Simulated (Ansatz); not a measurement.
**How far is this NaF from the hull?**

Computed with DFT PBE, scalar-relativistic, plane waves, PAW (Ansatz 0.2.0). All cells share a 420 eV cutoff and Γ-centred k meshes spaced at most about 0.3 Å⁻¹ (2π included). No spin polarisation.

Energies over the elements count from the elements' standard structures at the same level (F₂ as a molecule), with no fitted energy shifts.

These are static total energies at zero pressure.

The competitors are the elements and 1 reference phase of this chemical system (from databases or known types: NaF), relaxed at the same level; other known phases may be missing.

The candidate was reached from: 4-connected net, two elements alternating, changed on relaxing.

```cif
data_structure
_symmetry_space_group_name_H-M 'P6_3/mmc'
_symmetry_Int_Tables_number 194
_cell_length_a 3.9422
_cell_length_b 3.9422
_cell_length_c 4.6557
_cell_angle_alpha 90.000
_cell_angle_beta 90.000
_cell_angle_gamma 120.000
_cell_volume 62.66
loop_
_atom_site_label
_atom_site_type_symbol
_atom_site_symmetry_multiplicity
_atom_site_Wyckoff_symbol
_atom_site_fract_x
_atom_site_fract_y
_atom_site_fract_z
_atom_site_occupancy
Na1 Na 2 d 0.33333 0.66667 0.75000 1
F1 F 2 c 0.66667 0.33333 0.75000 1
```

Task: Is it stable, and against what?

Result: Not the lowest form: another structure of the same formula lies lower. Its formation energy is -2.675 eV/atom. The lowest competing phase at this composition is this:

```
phase      space group             source  share of atoms  ΔE_f (eV/atom)
  NaF  Fm-3m (No. 225)  Materials Project          1.0000          -2.711
```

The candidate lies 36 meV/atom above this phase (35 meV/atom from unrounded values). The candidate matches no cell in the subsets of the Crystallography Open Database and the Materials Project at hand. Such a margin is small enough for a metastable phase. Checks: no imaginary mode on a 2×2×2 q mesh.
